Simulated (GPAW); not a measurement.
Crystal: ZnS (Wurtzite-2H).

```xyz
4
Lattice="3.8110 0.0000 0.0000 -1.9055 3.3004 0.0000 0.0000 0.0000 6.2340" Properties=species:S:1:pos:R:3 pbc="T T T"
Zn    1.9055    1.1001    3.1170
Zn    0.0000    2.2003    0.0000
S     1.9055    1.1001    5.5171
S     0.0000    2.2003    2.4001
```

Base run:

```yaml
Program: GPAW 26.7.0
Functional: r4SCAN
Potentials_or_basis: GPAW PAW data sets (gpaw-data 1.2.1)
Cutoff: 600 eV
Basis: pw
k_mesh: 6 × 6 × 3
Occupations: fermi-dirac, width 0.05 eV
Spin: no spin polarisation
```

Its results: band gap on the k mesh 2.75 eV, direct; pressure -0.9 GPa; largest force 0.325 eV/Å.

Task: The run is repeated on the same cell with these changes: functional from r4SCAN to TASK; band points from 80 to 60. What comes out?

Result: Band gap on the k mesh 3.97 eV, direct; pressure 5.6 GPa; largest force 0.315 eV/Å.

Caveats: the PAW data sets were made with another functional, which shifts forces and pressure a little.

Not every run made on this cell is shown here.
